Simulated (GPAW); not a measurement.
# Dielectric function and optical constants of NaH

Aim: the dielectric function of NaH, and the optical constants that follow from it.

Program: GPAW 26.7.0. Level of theory: DFT, revPBE, plane-wave PAW (GPAW data sets), scalar-relativistic, RPA, optical limit. Results are calculated unless marked as measured.

## (1) The structure

Symmetry: Fm-3m, No. 225, cubic system. Conventional cell: a = 4.880 Å, b = 4.880 Å, c = 4.880 Å, α = 90.00°, β = 90.00°, γ = 90.00°. Na has 6 H at 2.44 Å nearest. Nearest to H lie 6 Na at 2.44 Å. Farther neighbours are not listed.

## (2) Ground state

The self-consistent density comes first; it also tells whether there is a gap, which decides the occupations and the need for a Drude term.

This step: DFT, revPBE, plane-wave PAW (GPAW data sets), scalar-relativistic, ground state (GPAW 26.7.0).

Input file gs.py:

```python
from ase import Atoms
from ase.dft.bandgap import bandgap
from gpaw import GPAW, PW, FermiDirac

atoms = Atoms(['Na', 'H'],
              cell=[[0.000000000000, 2.440000000000, 2.440000000000],
                    [2.440000000000, 0.000000000000, 2.440000000000],
                    [2.440000000000, 2.440000000000, 0.000000000000]],
              scaled_positions=[[0.000000000000, 0.000000000000, 0.000000000000],
                                [0.500000000000, 0.500000000000, 0.500000000000]],
              pbc=[True, True, True])
atoms.calc = GPAW(mode=PW(500), xc='revPBE', kpts={'size': (8, 8, 8), 'gamma': True},
                  occupations=FermiDirac(0.05), maxiter=150, txt='gs.txt')
print('energy (eV)', atoms.get_potential_energy())
print('Fermi level (eV)', atoms.calc.get_fermi_level())
print('valence electrons', atoms.calc.get_number_of_electrons())
print('gap (eV)', bandgap(atoms.calc, output=None)[0])
print('direct gap (eV)', bandgap(atoms.calc, direct=True, output=None)[0])
atoms.calc.write('gs.gpw')
```

Launch:

```sh
> OMP_NUM_THREADS=1 python gs.py
```

Numbers of over 12 decimals in the logs are rounded to 6 here.

Output:

```text
__  _  _
 | _ |_)|_||  |
 |__||  | ||/\| - 26.7.0

Versions:
  Python: 3.12.14
  ASE:    3.29.0
  Numpy:  2.5.5
  Scipy:  1.18.1
  Libxc:  7.0.0

Input parameters:
  mode=PW(ecut=500.0),
  kpts=MonkhorstPack(size=(8, 8, 8), gamma=True),
  maxiter=150,
  occupations=Occupations(name='fermi-dirac', width=0.05, fixmagmom=False),
  xc=XC(name='revPBE')

Diagonalizing LCAO Hamiltonian
Converting LCAO to pw mode

               H

       Na

Atoms  # Å, Bohr magnetons
|   | symbol |        x |        y |        z |    initial magnetic moments |
| 0 |     Na | 0.000000 | 0.000000 | 0.000000 | ( 0.0000,  0.0000,  0.0000) |
| 1 |      H | 2.440000 | 2.440000 | 2.440000 | ( 0.0000,  0.0000,  0.0000) |

Unit cell  # Å
| periodic |        x |        y |        z |  lengths |    angles |
|      yes | 0.000000 | 2.440000 | 2.440000 | 3.450681 | 60.000000 |
|      yes | 2.440000 | 0.000000 | 2.440000 | 3.450681 | 60.000000 |
|      yes | 2.440000 | 2.440000 | 0.000000 | 3.450681 | 60.000000 |

Number of symmetries: 48
Symmetry operations  # r_c * U_cc + t_c -> r_c
|    | kind |            matrix            |
|  0 |  σ   |  1, 0, 0,  1, 0,-1,  1,-1, 0 |
|  1 |  C2  |  1, 0, 0,  1,-1, 0,  1, 0,-1 |
|  2 |  E   |  1, 0, 0,  0, 1, 0,  0, 0, 1 |
|  3 |  σ   |  1, 0, 0,  0, 0, 1,  0, 1, 0 |
|  4 |  C4  |  1, 0,-1,  1, 0, 0,  1,-1, 0 |
|  5 |  S6  |  1, 0,-1,  1,-1, 0,  1, 0, 0 |
|  6 |  σ   |  1, 0,-1,  0, 1,-1,  0, 0,-1 |
|  7 |  C3  |  1, 0,-1,  0, 0,-1,  0, 1,-1 |
|  8 |  S6  |  1,-1, 0,  1, 0, 0,  1, 0,-1 |
|  9 |  C4  |  1,-1, 0,  1, 0,-1,  1, 0, 0 |
| 10 |  C3  |  1,-1, 0,  0,-1, 1,  0,-1, 0 |
| 11 |  σ   |  1,-1, 0,  0,-1, 0,  0,-1, 1 |
| 12 |  σ   |  0, 1, 0,  1, 0, 0,  0, 0, 1 |
| 13 |  C4  |  0, 1, 0,  0, 1,-1, -1, 1, 0 |
| 14 |  C3  |  0, 1, 0,  0, 0, 1,  1, 0, 0 |
| 15 |  S6  |  0, 1, 0, -1, 1, 0,  0, 1,-1 |
| 16 |  C2  |  0, 1,-1,  1, 0,-1,  0, 0,-1 |
| 17 |  σ   |  0, 1,-1,  0, 1, 0, -1, 1, 0 |
| 18 |  S4  |  0, 1,-1,  0, 0,-1,  1, 0,-1 |
| 19 |  C4  |  0, 1,-1, -1, 1, 0,  0, 1, 0 |
| 20 |  C3  |  0, 0, 1,  1, 0, 0,  0, 1, 0 |
| 21 |  σ   |  0, 0, 1,  0, 1, 0,  1, 0, 0 |
| 22 |  S6  |  0, 0, 1,  0,-1, 1, -1, 0, 1 |
| 23 |  C4  |  0, 0, 1, -1, 0, 1,  0,-1, 1 |
| 24 |  S4  |  0, 0,-1,  1, 0,-1,  0, 1,-1 |
| 25 |  C3  |  0, 0,-1,  0, 1,-1,  1, 0,-1 |
| 26 |  C2  |  0, 0,-1,  0,-1, 0, -1, 0, 0 |
| 27 |  S6  |  0, 0,-1, -1, 0, 0,  0,-1, 0 |
| 28 |  S4  |  0,-1, 1,  1,-1, 0,  0,-1, 0 |
| 29 |  C4  |  0,-1, 1,  0, 0, 1, -1, 0, 1 |
| 30 |  C2  |  0,-1, 1,  0,-1, 0,  1,-1, 0 |
| 31 |  σ   |  0,-1, 1, -1, 0, 1,  0, 0, 1 |
| 32 |  C3  |  0,-1, 0,  1,-1, 0,  0,-1, 1 |
| 33 |  S6  |  0,-1, 0,  0, 0,-1, -1, 0, 0 |
| 34 |  S4  |  0,-1, 0,  0,-1, 1,  1,-1, 0 |
| 35 |  C2  |  0,-1, 0, -1, 0, 0,  0, 0,-1 |
| 36 |  C2  | -1, 1, 0,  0, 1, 0,  0, 1,-1 |
| 37 |  S6  | -1, 1, 0,  0, 1,-1,  0, 1, 0 |
| 38 |  S4  | -1, 1, 0, -1, 0, 1, -1, 0, 0 |
| 39 |  C3  | -1, 1, 0, -1, 0, 0, -1, 0, 1 |
| 40 |  S6  | -1, 0, 1,  0, 0, 1,  0,-1, 1 |
| 41 |  C2  | -1, 0, 1,  0,-1, 1,  0, 0, 1 |
| 42 |  C3  | -1, 0, 1, -1, 1, 0, -1, 0, 0 |
| 43 |  S4  | -1, 0, 1, -1, 0, 0, -1, 1, 0 |
| 44 |  C2  | -1, 0, 0,  0, 0,-1,  0,-1, 0 |
| 45 |  i   | -1, 0, 0,  0,-1, 0,  0, 0,-1 |
| 46 |  σ   | -1, 0, 0, -1, 1, 0, -1, 0, 1 |
| 47 |  C2  | -1, 0, 0, -1, 0, 1, -1, 1, 0 |

BZ-sampling:
  Number of BZ points: 512
  Number of IBZ points: 29

  Monkhorst-Pack size: [8, 8, 8]
  Monkhorst-Pack shift: [0.0625, 0.0625, 0.0625]

K-points  # in reciprocal-cell coordinates
|     |                                coordinates |     weight |
|   0 | (  0.00000000,   0.00000000,   0.00000000) | 0.00195312 |
|   1 | (  0.12500000,   0.12500000,   0.00000000) | 0.01171875 |
|   2 | (  0.12500000,   0.12500000,   0.12500000) | 0.01562500 |
|   3 | (  0.25000000,   0.12500000,   0.12500000) | 0.02343750 |
|   4 | (  0.25000000,   0.25000000,   0.00000000) | 0.01171875 |
|   5 | (  0.25000000,   0.25000000,   0.12500000) | 0.04687500 |
|   6 | (  0.25000000,   0.25000000,   0.25000000) | 0.01562500 |
|   7 | (  0.37500000,   0.25000000,  -0.37500000) | 0.04687500 |
|   8 | (  0.37500000,   0.25000000,   0.12500000) | 0.04687500 |
|   9 | (  0.37500000,   0.25000000,   0.25000000) | 0.04687500 |
| ... |                                            |            |
|  28 | (  0.50000000,   0.50000000,   0.50000000) | 0.00781250 |

Plane wave coefficients: 754
Cutoff: 500.0 eV

Spin-components: 1 (collinear spins)
Bands:           8
Projectors:      8
Spin-degeneracy: 2
Datatype:        complex128

Parallelization:
  kpt:    1
  domain: 1
  band:   1

Density:
  Valence electrons: 8.0
  Components: 1
  Grid points: [18 18 18]
  Charge: 0.0  # |e|

Potential:
  Grid points: [18 18 18]

species:
  Na:
    name:    Sodium
    id:
    Z:       11.0
    valence: 7
    core:    4
    charge:  0.0  # [|e|]
    compensation charges:
      type: gauss
      rc: 0.37  # [Å]
      lmax: 2
    cutoffs:
      filter: 2.17  # [Å]
      core: 2.59  # [Å]
    projectors
    | kind |    occ | energy [eV] | rcut [Å] |
    |   3s |  1.000 |      -2.712 |    1.201 |
    |   2p |  6.000 |     -28.657 |    1.217 |
    |   3p |  0.000 |      -0.765 |    1.217 |
    |    s |        |      24.499 |    1.201 |
    |    d |        |       0.000 |    1.238 |

    Using partial waves for Na as LCAO basis

  H:
    name:    Hydrogen
    id:
    Z:       1.0
    valence: 1
    core:    0
    charge:  0.0  # [|e|]
    compensation charges:
      type: gauss
      rc: 0.15  # [Å]
      lmax: 2
    cutoffs:
      filter: 0.85  # [Å]
      core: 0.53  # [Å]
    projectors
    | kind |    occ | energy [eV] | rcut [Å] |
    |   1s |  1.000 |      -6.547 |    0.476 |
    |    s |        |      20.664 |    0.476 |
    |    p |        |       0.000 |    0.476 |

    Using partial waves for H as LCAO basis

Reference energy: -4433.329276  # eV

eigensolver:
  PPCG
  Converge bands: occupied
  niter=2

density mixing:
  MSR1-Mixer
  Pratt-step length: 0.05
  Maximum mixing coefficient: 0.75
  Old densities: 10
  SVD Regularization: 0.005
  Good broyden scale: 1.0
  Trust region scale: 1.0
  Backstep threshold: 4.0
  History deletion threshold: 6.0
  Fourier metric: weight=20.0, sigma=0.015

occupation numbers:
  Fermi-Dirac:
    width: 0.0500  # eV

poisson solver:
  ecut: 4000.0  # eV

xc functional:
  name: revPBE with 2 nearest neighbor stencil

convergence criteria:
- Maximum [total energy] change in last 3 cyles: 0.0005 eV / valence electron
- Maximum integral of absolute [dens]ity change: 0.0001 electrons / valence electron
- Maximum integral of absolute [eigenst]ate change: 4e-08 eV^2 / valence electron
maximum number of iterations: 150

SCF iterations
|iter     |      energy | eigst |  dens |
|iter:   1||   -5.232282 | -0.64 |       |
|iter:   2||   -5.177333 | -3.28 | -0.99 |
|iter:   3||   -4.871691 | -2.06 | -1.03 |
|iter:   4||   -4.871370 | -3.11 | -1.69 |
|iter:   5||   -4.873286c| -4.02 | -2.16 |
|iter:   6||   -4.873313c| -5.70 | -3.17 |
|iter:   7||   -4.873315c| -6.94 | -3.76 |
|iter:   8||   -4.873316c| -7.32 | -4.24c|
|iter:   9||   -4.873316c| -8.42c| -5.56c|

Converged in 9 steps
SCF loop duration: 3.387 s (0.376 s/step)
Energy contributions relative to reference atoms: (reference = -4433.329276)

Energy contributions:
  Kinetic:           5.606682
  Coulomb:          -5.517585
  Zero:             -0.032122
  External:          0.000000
  Xc:               -4.930290
  Entropy:          -0.000000
  Spinorbit:         0.000000
  ----------------------------
  Free energy:      -4.873316
  Extrapolated:     -4.873316

dipole moment: (-4.532920, -4.532920, -4.532920)  # |e|*Ang

Fermi level: 0.069
Eigenvalues  # (at kpt = [0.000, 0.000, 0.000])
| band index |      eig [eV] | occ [0-2] |
|          0 |       -23.294 |     2.000 |
|          1 |       -23.294 |     2.000 |
|          2 |       -23.294 |     2.000 |
|          3 |        -4.603 |     2.000 |
|          4 |         9.118 |     0.000 |
|          5 |        15.152 |     0.000 |
|          6 |        15.152 |     0.000 |
|          7 |        15.152 |     0.000 |

Gap: 3.902 eV
Transition (v -> c):
  (s=0, k=16, n=3, [0.50, 0.25, -0.25]) -> (s=0, k=28, n=4, [0.50, 0.50, 0.50])
Direct/indirect transitions are different
Direct gap: 4.717 eV
Transition at: (s=0, k=28, n=3, [0.50, 0.50, 0.50])

--- standard output ---
energy (eV) -4.873316
Fermi level (eV) 0.069409
valence electrons 8.0
gap (eV) 3.902003
direct gap (eV) 4.716647
```

The job ended after 5.6 s (1 thread of Intel Xeon Platinum 8488C (Sapphire Rapids), shared host; peak memory 0.12 GiB).

Read-outs, printed or worked out from the files:

```
energy                 : -4.873 eV
Fermi energy           : 0.06941 eV
gap on the k-mesh      : 3.902 eV
direct gap on the mesh : 4.717 eV
electrons              : 8
```

There is a gap, 3.90 eV on this mesh (points off the mesh can give less), so no carriers' term is needed.

## (3) Bands for the response

At the fixed density, many empty bands are solved on the mesh of the response, since the spectrum sums over them.

This step: DFT, revPBE, plane-wave PAW (GPAW data sets), scalar-relativistic, bands at fixed density (GPAW 26.7.0).

Input file nscf.py:

```python
from ase.dft.bandgap import bandgap
from gpaw import GPAW, FermiDirac

calc = GPAW('gs.gpw').fixed_density(kpts={'size': (12, 12, 12), 'gamma': True}, nbands=27, convergence={'bands': 21},
                                    occupations=FermiDirac(0.001), txt='nscf.txt')
print('gap (eV)', bandgap(calc, output=None)[0])
print('direct gap (eV)', bandgap(calc, direct=True, output=None)[0])
print('top band over the Fermi level (eV)', min(calc.get_eigenvalues(kpt=k)[20] for k in range(len(calc.get_ibz_k_points()))) - calc.get_fermi_level())
calc.write('full.gpw', mode='all')
```

Launch:

```sh
> OMP_NUM_THREADS=1 python nscf.py
```

Output:

```text
Diagonalizing LCAO Hamiltonian
Converting LCAO to pw mode
convergence criteria:
- Maximum integral of absolute [eigenst]ate change: 4e-08 eV^2 / valence electron
maximum number of iterations: 150

SCF iterations
|iter     |      energy | eigst |  dens |
|iter:   1||             | +3.49 |       |
|iter:   2||             | +1.61 |       |
|iter:   3||             | -1.12 |       |
|iter:   4||             | -2.98 |       |
|iter:   5||             | -4.95 |       |
|iter:   6||             | -6.59 |       |
|iter:   7||             | -7.37 |       |
|iter:   8||             | -8.03c|       |
SCF steps: 8
  __  _  _
 | _ |_)|_||  |
 |__||  | ||/\| - 26.7.0

Versions:
  Python: 3.12.14
  ASE:    3.29.0
  Numpy:  2.5.5
  Scipy:  1.18.1
  Libxc:  7.0.0

Input parameters:
  mode=PW(ecut=500.0),
  convergence={'bands': 21},
  gpts=array([18, 18, 18]),
  kpts=MonkhorstPack(size=(12, 12, 12), gamma=True),
  maxiter=150,
  nbands=27,
  occupations=Occupations(name='fermi-dirac', width=0.001, fixmagmom=False),
  parallel={},
  xc=XC(name='revPBE')

--- standard output ---
gap (eV) 3.902003
direct gap (eV) 4.716647
top band over the Fermi level (eV) 33.903547
```

Elapsed: 21 s, on 1 thread; peak memory 0.16 GiB.

## (4) Dielectric function, RPA

Local fields let the induced charge screen the field inside the cell, which as a rule lowers ε, most along directions where the density is uneven.

This step: DFT, revPBE, plane-wave PAW (GPAW data sets), scalar-relativistic, RPA, optical limit (GPAW 26.7.0).

Input file df.py:

```python
from gpaw.response.df import DielectricFunction

df = DielectricFunction('full.gpw', frequencies={'type': 'nonlinear', 'domega0': 0.03, 'omega2': 8},
                        ecut=30,
                        eta=0.1,
                        nbands=21,
                        txt='df.txt')
for direction in ['x']:
    df.get_dielectric_function(xc='RPA', direction=direction, filename=f'df_{direction}.csv')
```

Launch:

```sh
> OMP_NUM_THREADS=1 python df.py
```

Output:

```text
Using integrator: PointIntegrator
NonLinearFrequencyDescriptor(from 0.000 to 66.562 eV, 500 points)
Nonperiodic BCs:  [False False False]
Using integrator: PointIntegrator
NonLinearFrequencyDescriptor(from 0.000 to 66.562 eV, 500 points)
Nonperiodic BCs:  [False False False]

Calculating chi0 body with:
    Ground state adapter containing:
    Number of spins: 1
    Number of kpoints: 1728
    Number of irreducible kpoints: 72
    Number of completely occupied states: 4
    Number of partially occupied states: 4

    Linear response parametrization:
    q_c: [0.0, 0.0, 0.0]
    Number of frequency points: 500
    Planewave cutoff: 30.0
    Number of bands: 21
    Number of planewaves: 15
    Broadening (eta): 0.1

Integrating chi0 body.

Symmetries of q_c:
    Direct symmetries (Uq -> q): 48
    Indirect symmetries (TUq -> q): 0
In total 48 allowed symmetries.

72 groups of equivalent kpoints. 95.833333% reduction.

Integral kind: spectral function

Calculating chi0 optical extensions with:
    Ground state adapter containing:
    Number of spins: 1
    Number of kpoints: 1728
    Number of irreducible kpoints: 72
    Number of completely occupied states: 4
    Number of partially occupied states: 4

    Linear response parametrization:
    Number of frequency points: 500
    Planewave cutoff: 30.0
    Number of bands: 21
    Number of planewaves: 15
    Broadening (eta): 0.1
Integrating chi0 head and wings.

Symmetries of q_c:
    Direct symmetries (Uq -> q): 48
    Indirect symmetries (TUq -> q): 0
In total 48 allowed symmetries.

72 groups of equivalent kpoints. 95.833333% reduction.

Integral kind: spectral function wings
```

Run time: 5 s. Hardware: 1 thread; peak memory 0.18 GiB.

This step gave:

| Quantity | Value |
| --- | --- |
| electronic dielectric constant ε∞, mean over x, y and z (by symmetry where fewer were run) | 2.701 |
| main peak of Im epsilon, first axis | 5.715 eV |
| centre of weight of the strongest loss peak in the window | 10.72 eV |

(Continued in part 2 of 2.)

[Machine, clock and banner lines and Python warnings are left out of the logs.]

[Logs are printed without paths, hosts, clocks, repeated set-up lines and the standing remarks that a program may print on its own settings, such as how far it seeks lower states.]

[Hosts, paths, dates, database ids (printed as entryN), source tags and the programs' standing remarks are cut or masked in the printed files.]
